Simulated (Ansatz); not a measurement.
F (C2/m) from a database structure: an Ansatz output whose functional has been blanked. Cell and atoms come from a relaxation with r2SCAN+rVV10.

```yaml
crystal:
  lattice:
    - [2.59935, -1.49208, -0.00470]
    - [2.59935, 1.49208, -0.00470]
    - [-2.07349, 0.00000, 6.78589]
  atoms:
    - { symbol: F, position: [0.50552, 0.50552, 0.40266] }
    - { symbol: F, position: [0.08497, 0.08497, 0.09704] }
    - { symbol: F, position: [0.49448, 0.49448, 0.59734] }
    - { symbol: F, position: [0.91503, 0.91503, 0.90296] }
```

```
Pseudopotential: F, paw, valence charge 7, recommended cutoff 420 eV
Crystal: 4 atoms, lattice volume = 52.608 Å³
Basis set: ecut = 420 eV, 997 PW (Γ)
Bands: 19, of which v1, the nominal top of the filled ones, is band 14 counted from 1 (13 counted from 0)
Symmetry: 4 space group operations
Space group: C2/m (ITA 12)
k-points: 47 of 144
preconditioner: auto → none  [insulator: Δε(μ)=5.818 eV  ℏωp=27.1 eV]
hybrid outer 1: dexx = +1.201e-2 eV, tail = 5.85e-5 eV
hybrid outer 2: dexx = +9.569e-7 eV, tail = 4.14e-8 eV, Δε = 3.69e-3 eV, ΔF = 1.28e-2 eV/Å
hybrid outer 3: dexx = +9.611e-10 eV, tail = 4.44e-10 eV, Δε = 8.21e-5 eV, ΔF = 3.07e-5 eV/Å
hybrid SCF converged: 3 outer / 13 inner (+2 warm-up)
Free energy (F): -3220.885475 eV
Fermi energy:    -4.107161 eV
--- Forces (eV/Å), atoms counted from 1 ---
  atom   1  F     -0.31333      0.00000      0.92175
  atom   2  F     -0.34948      0.00000    -0.93229
  atom   3  F       0.31333      0.00000    -0.92175
  atom   4  F       0.34948      0.00000      0.93229
--- Stress (GPa, compression-positive) ---
        1.925975       0.000000       0.038727
        0.000000       2.612238       0.000000
        0.038728       0.000000      -4.452616
  P = ⅓ Tr σ = 0.0285 GPa (0.285 kbar)
--- Band table (eV; the first three rows and the last of 47) ---
  k-point 0: bands = […, -7.5898, -7.5587, -4.5274, -4.3457, -4.3025, -4.1649, 1.7577, 3.3479, 8.2285, 10.4921, …]
  k-point 1: bands = […, -7.5800, -7.5713, -4.5113, -4.3790, -4.2826, -4.1841, 1.9781, 3.0913, 8.5120, 9.9870, …]
  k-point 2: bands = […, -7.5904, -7.5788, -4.4683, -4.4388, -4.2444, -4.2213, 2.5026, 2.5343, 9.1757, 9.2031, …]
  k-point 46: bands = […, -7.9557, -7.9192, -4.8830, -4.8206, -4.3233, -4.2937, 2.6700, 2.6872, 13.1242, 13.4094, …]
```

Levels at the listed points, from bands.tsv (eV from the Fermi energy, bands near the gap, counted from 0):
```tsv
# k_distance	band_9	band_10	band_11	band_12	band_13	band_14	band_15	band_16	band_17
# fermi_ev = -4.107161
# [0, 0, 0] at k_distance = 0.000000
# [-0.3401663309, 0.3401663309, 0] at k_distance = 1.432445
# [-0.6598336691, -0.3401663309, 0] at k_distance = 2.907419
# [-0.5, -0.5, 0] at k_distance = 3.580480
# [-0.5, -0.5, 0.5] at k_distance = 4.043696
# [-0.6792524784, -0.3207475216, 0.5] at k_distance = 4.798530
# [-0.3207475216, 0.3207475216, 0.5] at k_distance = 6.196353
# [0, 0, 0.5] at k_distance = 7.547025
# [-0.5, 0, 0.5] at k_distance = 8.775035
# levels_relative_to = fermi_ev
0.000	-3.451	-0.420	-0.239	-0.195	-0.058	5.865	7.455	12.336	14.599
1.432	-4.273	-0.795	-0.615	-0.444	-0.416	6.727	6.906	17.919	18.392
2.907	-4.273	-0.795	-0.615	-0.444	-0.416	6.727	6.906	17.919	18.392
3.580	-3.679	-0.781	-0.527	-0.417	0.000	6.670	6.835	17.209	17.920
4.044	-3.812	-0.776	-0.713	-0.216	-0.187	6.777	6.794	17.231	17.517
4.799	-4.208	-0.883	-0.669	-0.539	-0.300	6.811	6.851	18.027	18.172
6.196	-4.208	-0.883	-0.669	-0.539	-0.300	6.811	6.851	18.027	18.172
7.547	-3.472	-0.361	-0.332	-0.137	-0.114	6.610	6.641	13.283	13.310
8.775	-3.639	-1.037	-0.646	-0.485	-0.179	6.515	7.119	17.625	17.714
```
In order the rows are Γ, C, C₂, Y₂, M₂, D, D₂, A, L₂.

Task: Which level of theory was used?
A. LC-ωPBE
B. HSE06
C. DDH-PBE0
D. Hartree-Fock

Result: B. HSE06. The exchange loop shows exact exchange. HSE06 gives an indirect gap of 5.86 eV, from Y₂ to Γ; the least direct gap is 5.92 eV at Γ. The stress of a hybrid is loosely converged here. Within one family of functionals the choice rests on the size of the gap and stress, not on a line of the log.

Command: `ansatz run input.yaml --threads 2 --pin off --max-ram 2211MiB --backend cpu --events-out ev --progress --plain --runs-dir out`. Wall time 71 s on 2 threads of Arm Neoverse V1, with other jobs on the host; peak host memory 1.1 GiB.

The values are computed, spin-unpolarised, and not measurements.

The meshes of the hybrids are coarse, so their gaps aren't converged to the digits shown.
